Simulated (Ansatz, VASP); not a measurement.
# Two plane-wave programs on MgS

INCAR

```
  PREC = Accurate
  ENCUT = 520
  EDIFF = 1E-8
  ISMEAR = -1
  SIGMA = 0.03
  LREAL = False
  LASPH = True
  NELM = 80
  ALGO = Normal
  ISIF = 2
  LWAVE = False
  LCHARG = False
  LEFG = True
  NBANDS = 11
```

File KPOINTS:

```
Automatic mesh
0
Gamma
  12 12 12
```

File POSCAR:

```
MgS
1.0
    0.0000000000      2.5664882573      2.5664882573
    2.5664882573      0.0000000000      2.5664882573
    2.5664882573      2.5664882573      0.0000000000
Mg S
1 1
Direct
    0.0000000000      0.0000000000      0.0000000000
    0.5000000000      0.5000000000      0.5000000000
```

Input for Ansatz:

```yaml
crystal:
  lattice:
    - [0.0, 2.5664882573, 2.5664882573]
    - [2.5664882573, 0.0, 2.5664882573]
    - [2.5664882573, 2.5664882573, 0.0]
  atoms:
    - { symbol: Mg, position: [0.0, 0.0, 0.0] }
    - { symbol: S, position: [0.5, 0.5, 0.5] }
kpoints:
  mp_grid: { grid: [12, 12, 12] }
scf:
  occupations: { method: fermi_dirac, width: 0.03 }
hamiltonian:
  xc: lda
  pseudopotentials: { kind: paw }
output:
  forces: true
  stress: true
  eigenvalues: true
  efg: { contact_densities: true }
```

Alike in both runs: task electric field gradients; functional LDA; k mesh 12 × 12 × 12; occupations fermi-dirac, width 0.03 eV; no spin polarisation.

|  | VASP | Ansatz |
| --- | --- | --- |
| version | VASP 6.6.1 | Ansatz 0.2.0 |
| potentials or method | VASP PAW LDA potentials, release 64 (Mg, S) | PAW with Ansatz's default frozen-core files, scalar-relativistic |
| plane-wave cutoff (eV) | 520 | 420 |
| valence electrons in the cell | 8 | 16 |

Ansatz gave:

* gap on the k mesh at the Fermi level (eV): 2.64
* pressure (GPa): -0.2

Problem. What did VASP give for the same quantities?

Solution. gap on the k mesh at the Fermi level (eV): 2.64; pressure (GPa): -0.8.

The two sets of potentials don't hold the same shells in valence.

A k mesh can miss the band edges. LDA gaps usually lie below the measured ones, often by a third to a half.
